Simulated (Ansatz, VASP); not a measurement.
# Cross-check of GaAs between VASP and Ansatz

One calculation is typed for both programs; each brings its own data sets and cutoff. How far apart do they land?

Program: Ansatz 0.2.0. Level of theory: plane waves, with VASP 6.6.1 beside it; band structure at r2SCAN-EpsX with an exact-exchange share of 0.041 and band structure at B3LYP with an exact-exchange share of 0.2. Results are calculated unless marked as measured.

## Step 1: The starting structure

The structure is cubic, space group F-43m (No. 216). Conventional cell: a = 5.654 Å, b = 5.654 Å, c = 5.654 Å, α = 90.00°, β = 90.00°, γ = 90.00°. Nearest to Ga lie 4 As at 2.45 Å. As has 4 Ga at 2.45 Å nearest. Farther neighbours are not listed.

## Step 2: Ansatz: band structure, r2SCAN-EpsX with an exact-exchange share of 0.041

Ansatz runs on its default PAW (the set named soft_2) files.

The same path points are solved in both programs, so levels can be compared one by one.

input.yaml reads:

```yaml
crystal:
  lattice:
    - [0.0, 2.82685, 2.82685]
    - [2.82685, 0.0, 2.82685]
    - [2.82685, 2.82685, 0.0]
  atoms:
    - { symbol: Ga, position: [0.0, 0.0, 0.0] }
    - { symbol: As, position: [0.25, 0.25, 0.25] }
hamiltonian:
  xc: { exchange: r2scan, correlation: r2scan, exx: { coeff: 0.041 } }
  pseudopotentials: { kind: paw }
kpoints:
  mp_grid: { grid: [4, 4, 4] }
  band_path:
    path:
      - [0.0, 0.0, 0.0]
      - [0.5, 0.0, 0.5]
      - [0.5, 0.2, 0.7]
      - [0.4, 0.35, 0.75]
      - [0.15, 0.15, 0.3]
      - [0.2, 0.2, 0.2]
      - [0.55, 0.4, 0.55]
      - [0.6, 0.25, 0.65]
      - [0.5, 0.25, 0.75]
      - [0.5, 0.5, 0.5]
      - [0.375, 0.375, 0.75]
      - [0.5, 0.0, 0.5]
    npoints: 1
scf:
  occupations: { method: gaussian, width: 0.02 }
  n_extra_bands: 7
output:
  forces: true
  stress: true
  eigenvalues: true
```

Command:

```console
$ ansatz run input.yaml --threads 4 --pin off --max-ram 9216MiB --backend cpu --events-out ev --progress --plain --runs-dir out
```

Numbers of over 12 decimals in the logs are rounded to 6 here.

Log:

```text
Warning: output.stress: scf.convergence.dr2_threshold = 1e-7 eV (the SCF's general default) is looser than the 2e-10 eV advised for a printed stress (1e-10 eV for each atom of the cell: 2). What an SCF threshold leaves in a stress goes as its square root, and in the free energy as the threshold itself, and one threshold admits the most on a small cell: [figures from the program's tests cut] Set scf.convergence.dr2_threshold to 2e-10 eV or tighter. The threshold is an SCF's pass mark: one that does not reach it within its budget of iterations ends unconverged, or closes short of it on a stop that the run arms, and scf.convergence.dr2_threshold's page says what that costs each kind of run
Warning: output.stress: scf.exx.energy_threshold = 1e-6 eV is looser than the 2e-8 eV advised for a stress under a hybrid functional (1e-8 eV for each atom of the cell: 2). Every SCF of the exchange loop can meet its threshold on dr2 while the loop round them stops early: no threshold on dr2 bounds what that leaves in the stress. Set scf.exx.energy_threshold to 2e-8 eV or tighter. The threshold is the loop's pass mark: a loop that does not reach it within its budget of cycles ends unconverged, and scf.exx.energy_threshold's page has the law
scf.n_extra_bands = 7 over 14 filled bands (N_el = 28.0): the run solves 21 bands
Engine: ansatz 0.2.0, aarch64-unknown-linux-gnu
Pseudopotentials: kind: paw
Pseudopotential: Ga, paw, valence charge 13, recommended cutoff 500 eV (meta_gga), Ga.paw.azcp
Pseudopotential: As, paw, valence charge 15, recommended cutoff 500 eV (meta_gga), As.paw.azcp
Functional definition: unnamed
  parameter a_1 = 0.041
  exchange = (1 - a_1)*r2scan_x + a_1*exact_x
  correlation = r2scan_c
Crystal: 2 atoms, lattice volume = 45.179 Å³
Basis set: ecut = 500 eV, 1139 PW (Γ), exchange–correlation on 120×120×120 points (64 copies of the dense FFT grid, shifted against one another)
Bands: 21, of which v1, the nominal top of the filled ones, is band 14 counted from 1 (13 counted from 0)
Symmetry: 24 space group operations
Space group: F-43m (ITA 216), of the structure as read, at distance tolerance 3.6e-5 Å
k-points: 8 of 64 (time reversal used)
Non-local potential: Ga, projectors of the file, l = 0: 2, l = 1: 2, l = 2: 3, l = 3: 1
Non-local potential: As, projectors of the file, l = 0: 2, l = 1: 2, l = 2: 3, l = 3: 1
PAW form: soft (Blöchl's): semilocal exchange-correlation on the pseudo side does not see the compensation charge
PAW frozen core: Ga, regenerated for the run's functional, and the local potential with it (the file was generated under x = pbe(κ = 0.804, μ = 0.219515), c = pbe(β = 0.066725))
PAW frozen core: As, regenerated for the run's functional, and the local potential with it (the file was generated under x = pbe(κ = 0.804, μ = 0.219515), c = pbe(β = 0.066725))
PAW one-centre angular grid: Ga, 590 points (default); XC on 160 Gauss nodes
PAW one-centre angular grid: As, 590 points (default); XC on 160 Gauss nodes
Initial density: superposition of atomic densities (neutral atoms: chi_scale 0, normalization atom), corrected by the library's trained network
Initial wavefunctions: pseudopotential atomic-orbital guess
Functional: x = r2scan, c = r2scan; τ floored in thin density (d = 2e-4 eV/Å³), warm-up for x = 0.959 r2scan + 0.041 exact, c = r2scan; τ floored in thin density (d = 2e-4 eV/Å³)
SCF iter   1: F=—  HF=-8655.583104 eV  |F-HF|=—  |Δ(HF+E_count)|=         —  Δρ=8.96e-3  dr2=1.43e-2  dr2_τ=5.16e-3  ethr=1.77e-3  ⟨swp⟩=7.9  Hψ=718  notcnv=0
preconditioner: auto → none  [insulator: Δε(μ)=0.950 eV  Ē_g=19.036 eV  σ=0.020 eV  W_gap=1.00  n_scr=14 (ndim 8)  ℏωp=23.4 eV  f_vac=0.090  D(μ)=0.00/eV (n_scr^D=0)]
SCF iter   2: F=—  HF=-8655.595670 eV  |F-HF|=—  |Δ(HF+E_count)|=   1.26e-2  Δρ=2.43e-3  dr2=1.60e-3  dr2_τ=3.78e-5  ethr=5.12e-5  ⟨swp⟩=5.4  Hψ=577  notcnv=0  defer=3
SCF iter   3: F=—  HF=-8655.595979 eV  |F-HF|=—  |Δ(HF+E_count)|=   3.09e-4  Δρ=1.82e-3  dr2=5.09e-4  dr2_τ=6.31e-6  ethr=5.72e-6  ⟨swp⟩=4.0  Hψ=430  notcnv=0
iter 4 solved again at ethr=1.34e-7 eV; its pass at ethr=1.82e-6 eV (dr2=3.74e-5 eV) is discarded
SCF iter   4: F=-8655.596128 eV  HF=-8655.596177 eV  |F-HF|=4.83e-5  |Δ(HF+E_count)|=   1.98e-4  Δρ=3.06e-4  dr2=3.97e-5  dr2_τ=7.48e-7  ethr=1.34e-7  ⟨swp⟩=3.9  Hψ=715  notcnv=0
SCF 1 stopped early in 4 iterations: F = -8655.596128 eV  dr2 = 3.97e-5
  greatest PAW one-centre occupation: 0.999 electrons in one spin orbital (limit 2), on the As atom at site 1 (counted from 0), in its partial waves of l = 2
Initial density: handed on by an earlier stage of this run
Initial wavefunctions: those handed on with the density
Functional: x = 0.959 r2scan + 0.041 exact, c = r2scan; τ floored in thin density (d = 2e-4 eV/Å³)
Frozen-core exchange: fock
SCF iter   1: F=—  HF=-8655.277940 eV  |F-HF|=—  |Δ(HF+E_count)|=         —  Δρ=1.90e-3  dr2=6.33e-4  dr2_τ=3.56e-6  ethr=1.42e-6  ⟨swp⟩=5.2  Hψ=684  notcnv=0
preconditioner: auto → none  [insulator: Δε(μ)=1.222 eV  Ē_g=19.425 eV  σ=0.020 eV  W_gap=1.00  n_scr=14 (ndim 8)  ℏωp=23.4 eV  f_vac=0.094  D(μ)=0.00/eV (n_scr^D=0)]
SCF iter   2: F=—  HF=-8655.277749 eV  |F-HF|=—  |Δ(HF+E_count)|=   1.92e-4  Δρ=2.68e-4  dr2=2.77e-5  dr2_τ=1.83e-7  ethr=1.42e-6  ⟨swp⟩=3.0  Hψ=447  notcnv=0
SCF iter   3: F=—  HF=-8655.277801 eV  |F-HF|=—  |Δ(HF+E_count)|=   5.22e-5  Δρ=1.31e-4  dr2=7.37e-6  dr2_τ=2.59e-8  ethr=9.60e-8  ⟨swp⟩=3.2  Hψ=318  notcnv=0  defer=2
SCF iter   4: F=—  HF=-8655.277800 eV  |F-HF|=—  |Δ(HF+E_count)|=   5.73e-7  Δρ=2.62e-5  dr2=2.07e-7  dr2_τ=3.11e-9  ethr=2.63e-8  ⟨swp⟩=3.1  Hψ=316  notcnv=0
SCF iter   5: F=-8655.277800 eV  HF=-8655.277800 eV  |F-HF|=1.65e-8  |Δ(HF+E_count)|=   4.91e-8  Δρ=7.71e-6  dr2=2.15e-8  dr2_τ=1.59e-10  ethr=7.05e-10  ⟨swp⟩=4.4  Hψ=501  notcnv=0  defer=2
SCF 2 converged in 5 iterations: F = -8655.277800 eV  dr2 = 2.15e-8
hybrid outer 1: dexx = +3.463e-5 eV, tail = 9.65e-8 eV
Frozen-core exchange: fock
SCF iter   1: F=—  HF=-8655.277800 eV  |F-HF|=—  |Δ(HF+E_count)|=         —  Δρ=8.70e-6  dr2=1.41e-8  dr2_τ=1.71e-10  ethr=1.72e-9  ⟨swp⟩=8.2  Hψ=445  notcnv=0
preconditioner: auto → none  [insulator: Δε(μ)=1.231 eV  Ē_g=19.409 eV  σ=0.020 eV  W_gap=1.00  n_scr=14 (ndim 8)  ℏωp=23.4 eV  f_vac=0.093  D(μ)=0.00/eV (n_scr^D=0)]
SCF iter   2: F=-8655.277800 eV  HF=-8655.277800 eV  |F-HF|=6.97e-10  |Δ(HF+E_count)|=   3.44e-9  Δρ=3.02e-6  dr2=2.97e-9  dr2_τ=2.01e-11  ethr=4.98e-11  ⟨swp⟩=4.0  Hψ=410  notcnv=0
SCF 3 converged in 2 iterations: F = -8655.277800 eV  dr2 = 2.97e-9
  Residual-converged pass: ⟨swp⟩=2.9  Hψ=259  notcnv=0  max |occ|·‖R‖ = 2.4e-6 eV (tolerance 2.4e-6 eV)  dr2=3.01e-9  dr2_τ=2.03e-11  dr2_onsite=5.62e-10  max |Δocc| = 0.0e0
hybrid outer 2: dexx = +3.334e-10 eV, tail = 7.09e-9 eV, Δε = 1.92e-4 eV (about 7.85e-5 eV left of the loop's levels)
NSCF: frozen V_eff on 12 k-points
hybrid SCF converged: 2 outer / 7 inner (+4 warm-up), last move |dexx| = 3.33e-10 eV, tail = 7.09e-9 eV
Stability not checked: this state was not tested for a lower state beside it, because the functional holds exact exchange (a hybrid, or Hartree-Fock), whose exchange loop this test does not read (fock_operator; see scf.lower_state_search)
Free energy (F): -8655.277800 eV
Frozen-core exchange: fock
Harris-Foulkes:  -8655.277800 eV  (|F-HF|=6.97e-10)
Internal energy: -8655.277800 eV  (E = F + TS)
E sigma→0 (E₀):  -8655.277800 eV
Fermi energy:    8.485091 eV
--- Per-component energies (eV) ---
  E_band       = -343.175454
  E_kinetic    = 218.794672
  E_local      = -3921.488900  (includes V_loc(G=0)·N_el)
  E_nonlocal   = -242.302626
  E_hartree    = 1979.631430
  E_xc         = -131.502774
  E_vxc        = -138.123169  (∫ρ·V_xc dr)
  E_exx        = -19.829712  (= α·E_x^exact, valence–valence)
  E_paw        = -3837.741962  (= ΣΔE_a)
  E_vpaw       = -186.671105  (= ΣTr[D̂ρ^β])
  E_aug_tail   = -0.000041  (compensation charges beyond the density's cutoff)
  E_vtau       = 7.013992  (kinetic-family band-sum trace: ∫τ·v_τ [+ j·A + Jᵃ·Aᵃ] dr)
  E_ewald      = -2698.727786
  E_core_change = -2.110102  (= ΣΔE_core)
  E_smearing   = -0.000000  (= −TS)
  E_closure    = -0.000000  (closes the sum)
  Σ components = -8655.277800   (vs F -8655.277800, Δ=-1.82e-12)
--- Forces (eV/Å), atoms counted from 1 ---
  atom   1  Ga     0.00000000    -0.00000000    -0.00000000
  atom   2  As    -0.00000000     0.00000000     0.00000000
  max |Σ_I F_I| component: 2.24e-16 eV/Å
--- Stress (GPa, compression-positive) ---
        0.581319       0.000000       0.000000
       -0.000000       0.581319       0.000000
       -0.000000       0.000000       0.581319
  P = ⅓ Tr σ = 0.5813 GPa (5.813 kbar)
--- Band table (eV; the first three rows and the last of 8) ---
  k-point 0: bands = [... 10 lower, -5.5252, 7.8694, 7.8694, 7.8694, 9.1005, 12.1216, 12.1216, 12.1216, ... 3 higher]
  k-point 1: bands = [... 10 lower, -4.7910, 3.6218, 7.1587, 7.1587, 9.9063, 13.0346, 13.0346, 14.5687, ... 3 higher]
  k-point 2: bands = [... 10 lower, -3.6503, 0.9432, 6.6644, 6.6644, 9.4371, 13.0702, 13.0702, 16.3632, ... 3 higher]
  k-point 7: bands = [... 10 lower, -2.7986, 0.9697, 4.1656, 4.3790, 13.1327, 13.1482, 14.0105, 14.5602, ... 3 higher]
```

Run time: 20 s. Hardware: 4 threads of Arm Neoverse V2, shared host; peak memory 0.9 GiB.

In the SCF lines HF is the Harris–Foulkes energy and dr2 the Hartree energy of the density residual, in eV; the loop may stop once dr2 is under the threshold and the program's other checks hold. Hψ counts applications of the Hamiltonian.

## Step 3: VASP: band structure, r2SCAN-EpsX with an exact-exchange share of 0.041

The same cell, functional, mesh and smearing now go to VASP, with its own data sets and cutoff.

Lines of VASP's logs that name or quote its potential files are left out, and so is its time.

The run reads the wave functions of an earlier VASP run, which isn't shown here.

INCAR reads:

```
SYSTEM = GaAs
PREC = Accurate
ENCUT = 400
EDIFF = 1E-06
NELM = 100
ISMEAR = 0
SIGMA = 0.02
LREAL = .FALSE.
ALGO = Normal
LHFCALC = .TRUE.
AEXX = 0.041
METAGGA = R2SCAN
LASPH = .TRUE.
NBANDS = 15
PRECFOCK = Fast
HFRCUT = -1
LORBIT = 11
LWAVE = .FALSE.
LCHARG = .FALSE.
KPAR = 4
```

POSCAR reads:

```
GaAs
1.0
    0.0000000000      2.8268500000      2.8268500000
    2.8268500000      0.0000000000      2.8268500000
    2.8268500000      2.8268500000      0.0000000000
Ga As
1 1
Direct
    0.0000000000      0.0000000000      0.0000000000
    0.2500000000      0.2500000000      0.2500000000
```

KPOINTS reads:

```
Automatic mesh
0
Gamma
4 4 4
0 0 0
```

KPOINTS_OPT reads:

```
Line mode
6
Line-mode
Reciprocal
  0.00000000   0.00000000   0.00000000 GAMMA
  0.50000000   0.00000000   0.50000000 X

  0.50000000   0.00000000   0.50000000 X
  0.50000000   0.25000000   0.75000000 W

  0.50000000   0.25000000   0.75000000 W
  0.37500000   0.37500000   0.75000000 K

  0.37500000   0.37500000   0.75000000 K
  0.00000000   0.00000000   0.00000000 GAMMA

  0.00000000   0.00000000   0.00000000 GAMMA
  0.50000000   0.50000000   0.50000000 L

  0.50000000   0.50000000   0.50000000 L
  0.62500000   0.25000000   0.62500000 U

  0.62500000   0.25000000   0.62500000 U
  0.50000000   0.25000000   0.75000000 W

  0.50000000   0.25000000   0.75000000 W
  0.50000000   0.50000000   0.50000000 L

  0.50000000   0.50000000   0.50000000 L
  0.37500000   0.37500000   0.75000000 K

  0.62500000   0.25000000   0.62500000 U
  0.50000000   0.00000000   0.50000000 X
```

Potentials, in the order of the species: Ga_d and As (PBE family, release 64).

Command:

```console
$ mpirun -np 4 vasp_std
```

Log:

```text
[banner, memory and clock lines left out]
running    4 mpi-ranks, on    1 nodes
 distrk:  each k-point on    1 cores,    4 groups
 distr:  one band on    1 cores,    1 groups

 POSCAR found type information on POSCAR GaAs
 POSCAR found :  2 types and       2 ions
|                                                                             |
|               ----> ADVICE to this user running VASP <----                  |
|                                                                             |
|     You enforced a specific xc type in the INCAR file but a different       |
|     [... a line on the potential file left out ...]
|     I HOPE YOU KNOW WHAT YOU ARE DOING!                                     |
|                                                                             |

 LDA part: xc-table for (None), standard interpolation
 found WAVECAR, reading the header
 POSCAR, INCAR and KPOINTS ok, starting setup
 FFT: planning ... GRIDC
 FFT: planning ... GRID_SOFT
 FFT: planning ... GRID
 HFRCUT set to (new)   8.837781
 reading WAVECAR
 the WAVECAR file was read successfully
 initial charge from wavefunction
 entering main loop
       N       E                     dE             d eps       ncg     rms          rms(c)
DAV:   1    -0.265778091441E+02   -0.26578E+02   -0.43329E-01   240   0.103E+01    0.989E-01
DAV:   2    -0.265705878915E+02    0.72213E-02   -0.27345E-02   359   0.298E+00    0.621E-01
DAV:   3    -0.265702834282E+02    0.30446E-03   -0.20346E-03   303   0.739E-01    0.374E-01
DAV:   4    -0.265702856977E+02   -0.22695E-05   -0.32829E-04   275   0.177E-01    0.222E-01
DAV:   5    -0.265702913238E+02   -0.56261E-05   -0.41167E-05   331   0.574E-02    0.133E-01
DAV:   6    -0.265702962860E+02   -0.49622E-05   -0.97324E-06   296   0.288E-02    0.803E-02
DAV:   7    -0.265702990731E+02   -0.27871E-05   -0.27574E-06   317   0.157E-02    0.482E-02
DAV:   8    -0.265703004877E+02   -0.14146E-05   -0.89571E-07   232   0.920E-03    0.288E-02
DAV:   9    -0.265703012153E+02   -0.72764E-06   -0.44577E-07   169   0.645E-03
   1 F= -.26570301E+02 E0= -.26570301E+02  d E =-.423544E-26
 Start KPOINTS_OPT (optional k-point list driver)
k-point batch [1-8\60]
       N       E                     dE             ncg
DAV:   1    -0.341810230847E+03   -0.29564E+04      240
DAV:   2    -0.100841879739E+04   -0.66661E+03      268
DAV:   3    -0.105787555305E+04   -0.49457E+02      310
DAV:   4    -0.105873930820E+04   -0.86376E+00      297
DAV:   5    -0.105874981654E+04   -0.10508E-01      324
DAV:   6    -0.105875015725E+04   -0.34071E-03      372
DAV:   7    -0.105875015937E+04   -0.21241E-05      292
DAV:   8    -0.105875015944E+04   -0.72736E-07      274
[...]
k-point batch [57-60\60]
       N       E                     dE             ncg
DAV:   1     0.213289775952E+04   -0.26861E+04      120
DAV:   2     0.180415132800E+04   -0.32875E+03      120
DAV:   3     0.177960979377E+04   -0.24542E+02      148
DAV:   4     0.177922963916E+04   -0.38015E+00      149
DAV:   5     0.177922622764E+04   -0.34115E-02      169
DAV:   6     0.177922612367E+04   -0.10397E-03      171
DAV:   7     0.177922612252E+04   -0.11543E-05      152
DAV:   8     0.177922612247E+04   -0.48152E-07      130
```

From OUTCAR (step 3):

```text
ion  position               nearest neighbor table
   1  0.000  0.000  0.000-   2 2.45   2 2.45   2 2.45   2 2.45
   2  0.250  0.250  0.250-   1 2.45   1 2.45   1 2.45   1 2.45

  LATTYP: Found a face centered cubic cell.
 ALAT       =     5.6537000000

 Subroutine GETGRP returns: Found 24 space group operations
 (whereof 24 operations were pure point group operations)

The static configuration has the point symmetry T_d .

 Found      8 irreducible k-points:

   k-points           NKPTS =      8   k-points in BZ     NKDIM =     64   number of bands    NBANDS=     15

   dimension x,y,z NGX =    28 NGY =   28 NGZ =   28
   dimension x,y,z NGXF=    56 NGYF=   56 NGZF=   56

   ENCUT  =  400.0 eV  29.40 Ry    5.42 a.u.   6.52  6.52  6.52*2*pi/ulx,y,z

   NELECT =      18.0000    total number of electrons

 k-points in reciprocal lattice and weights: Automatic mesh
   0.00000000  0.00000000  0.00000000       0.016
   0.25000000  0.00000000  0.00000000       0.125
   0.50000000  0.00000000  0.00000000       0.062
   0.25000000  0.25000000  0.00000000       0.094
   0.50000000  0.25000000  0.00000000       0.375
  -0.25000000  0.25000000  0.00000000       0.188
   0.50000000  0.50000000  0.00000000       0.047
  -0.25000000  0.50000000  0.25000000       0.094

  exchange ACFDT corr.  =         0.00000000  see jH, gK, PRB 81, 115126

 average (electrostatic) potential at core
       1 -69.8215       2 -53.9140

 E-fermi :   3.7552

 k-point     1 :       0.0000    0.0000    0.0000
  band No.  band energies     occupation
    ...
      5     -12.0000      2.00000
      6      -9.7947      2.00000
      7       3.6093      2.00000
      8       3.6093      2.00000
      9       3.6093      2.00000
     10       4.8235      0.00000
     11       7.8556      0.00000
     12       7.8557      0.00000
     13       7.8557      0.00000
     14      12.0576      0.00000
    ...

 k-point     2 :       0.2500    0.0000    0.0000
  band No.  band energies     occupation
    ...
      5     -11.9993      2.00000
      6      -9.0542      2.00000
      7      -0.6413      2.00000
      8       2.8980      2.00000
      9       2.8980      2.00000
     10       5.6369      0.00000
     11       8.7662      0.00000
     12       8.7663      0.00000
     13      10.2950      0.00000
     14      13.3759      0.00000
    ...

 k-point     3 :       0.5000    0.0000    0.0000
  band No.  band energies     occupation
    ...
      5     -11.9960      2.00000
      6      -7.9187      2.00000
      7      -3.3186      2.00000
      8       2.4045      2.00000
      9       2.4045      2.00000
     10       5.1669      0.00000
     11       8.8042      0.00000
     12       8.8043      0.00000
     13      12.1001      0.00000
     14      15.0050      0.00000
    ...

  energy-cutoff  :      400.00
  volume of cell :       45.18
      direct lattice vectors                 reciprocal lattice vectors
     0.000000000  2.826850000  2.826850000    -0.176875321  0.176875321  0.176875321
     2.826850000  0.000000000  2.826850000     0.176875321 -0.176875321  0.176875321
     2.826850000  2.826850000  0.000000000     0.176875321  0.176875321 -0.176875321

 POSITION                                       TOTAL-FORCE (eV/Angst)
 -----------------------------------------------------------------------------------
      0.00000      0.00000      0.00000         0.000000      0.000000      0.000000
      1.41342      1.41342      1.41342        -0.000000     -0.000000     -0.000000
 -----------------------------------------------------------------------------------
    total drift:                                0.000236      0.000089      0.000132

  FREE ENERGIE OF THE ION-ELECTRON SYSTEM (eV)
  ---------------------------------------------------
  free  energy   TOTEN  =       -26.5703012153 eV

  energy  without entropy=      -26.5703012153  energy(sigma->0) =      -26.57030122

 total charge
# of ion       s       p       d       tot
------------------------------------------
    1        0.827   0.805  10.004  11.635
    2        1.193   1.672   0.031   2.895
--------------------------------------------------
tot          2.019   2.476  10.035  14.530

[... 3 further parts left out ...]
```

The k-mesh is coarse for unscreened exact exchange, which converges slowly with it. Spin-orbit coupling is off here; it would split degenerate levels, and it lifts a valence top of As p states by about 0.1 eV.

[end of part 1 of 2]

[Lines on the potential files, build, host, timing and source positions are cut from VASP's logs without a mark.]

[Logs are printed without paths, hosts, clocks, repeated set-up lines and the standing remarks that a program may print on its own settings, such as how far it seeks lower states.]

[Hosts, paths, dates, database ids (printed as entryN), source tags and the programs' standing remarks are cut or masked in the printed files.]
